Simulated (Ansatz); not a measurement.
# B started on a N site in zincblende BN, 64 atoms, charge −1

All numbers come from Ansatz (PAW, plane waves, no spin–orbit coupling) at the single k point (¼, ¼, ¼) without its symmetry partners. The atoms were relaxed with PBEsol in a fixed cell; other functionals are single points on those atoms unless said otherwise. The valence top and gap of the host come from its small cell on a dense mesh, with the band extrema sought between the mesh points, lined up by the mean potential, PBEsol gap 4.30 eV, HSE06 gap 5.80 eV. The charge correction uses an assumed dielectric constant of 7.1.

Cell: a = 7.212 Å, b = 7.212 Å, c = 7.212 Å, α = 90.00°, β = 90.00°, γ = 90.00°.

Nearest atoms after relaxation, from the placed atom (for vacancies from the middle of the vacant sites): B at 1.59 Å, B at 1.60 Å, B at 1.61 Å, B at 1.69 Å, N at 2.52 Å, N at 2.52 Å, N at 2.53 Å, N at 2.58 Å.

Chemical potentials μ are those of reference phases of the elements at zero temperature by the same functional (the usual solids, diamond for C, grey Sn, and the molecules H2, N2, O2, F2, Cl2, Br2 and S8).

```tsv
functional	E(defect) − E(host) − Σ nμ + q·E_VBM (eV)	monopole (eV)	alignment (eV)	formation energy at E_F = VBM (eV)	moment (μB)	wall time, shared host
PBEsol	9.31	0.40	0.14	9.85	1.0	37 s on 7 threads of Neoverse-V2 (relaxation)
HSE06	10.17	0.40	0.14	10.71	1.0	110 s on 7 threads of Neoverse-V2
```

Question: How does the monopole term follow by hand for this cubic cell?

Answer: q²·α·e²/(4πε₀)/(2εL) with the Madelung constant α = 2.837 and e²/4πε₀ = 14.40 eV·Å: 1 × 2.837 × 14.40 / (2 × 7.1 × 7.212) = 0.40 eV.

HSE06 one-electron levels near the gap (the ten most localised at most), from the host's valence top, not corrected for the charge's images:

```
level (eV)  spin  filling  atoms sharing it  element of the atom with most weight
      1.10    up     1.00               6.6                                     B
      1.31    up     1.00               8.1                                     B
      1.32  down     1.00               5.9                                     B
      1.34    up     1.00               7.0                                     B
      1.58  down     1.00               7.0                                     B
      3.61  down     0.00               6.2                                     B
```

All elements are taken at their own reference at once; growth conditions in equilibrium with the host shift these energies, by up to the host's formation enthalpy.

One k point and a cell of this size can leave errors of several tenths of an eV in such numbers.
